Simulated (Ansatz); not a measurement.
GeO2 (alpha-quartz type, space group P3_121)

```cif
data_Ge3O6
_chemical_formula_sum 'Ge3 O6'
_space_group_name_H-M_alt 'P 1'
_space_group_IT_number 1
_cell_length_a 5.09349
_cell_length_b 5.09349
_cell_length_c 5.76775
_cell_angle_alpha 90.000
_cell_angle_beta 90.000
_cell_angle_gamma 120.000
loop_
_space_group_symop_operation_xyz
  'x, y, z'
loop_
_atom_site_label
_atom_site_type_symbol
_atom_site_fract_x
_atom_site_fract_y
_atom_site_fract_z
_atom_site_occupancy
Ge1 Ge 0.45565 0.00000 0.83333 1
Ge2 Ge 0.00000 0.45565 0.16667 1
Ge3 Ge 0.54435 0.54435 0.50000 1
O1 O 0.39740 0.29816 0.74186 1
O2 O 0.70184 0.09924 0.07519 1
O3 O 0.90076 0.60260 0.40853 1
O4 O 0.09924 0.70184 0.92481 1
O5 O 0.29816 0.39740 0.25814 1
O6 O 0.60260 0.90076 0.59147 1
```

This relaxed cell (volume V₀) is scaled evenly in all directions, its shape held. The atoms relax within the cell's symmetry.

Level of theory: PBE (plane waves to 420 eV, PAW, scalar-relativistic; Ansatz, a program for electronic structure). k mesh 8×8×6 (Γ-centred), Fermi-Dirac smearing 0.05 eV. Energies are smeared free energies. GeO2 was relaxed with its symmetry unable to fall. The zero of ΔE is the relaxed starting cell.

Task: What ΔE (meV/atom) does the calculation give at V/V₀ = 0.840, 0.867, 0.893, 0.973, 1.027, 1.053, 1.080, 1.107?

Result: 
| V/V₀ | ΔE (meV/atom) |
|---|---|
| 0.840 | 58.0 |
| 0.867 | 38.4 |
| 0.893 | 23.5 |
| 0.973 | 1.3 |
| 1.027 | 1.2 |
| 1.053 | 4.6 |
| 1.080 | 10.1 |
| 1.107 | 17.3 |

(Under strain, the slope of the energy per volume gives the stress and its curvature an elastic modulus.)
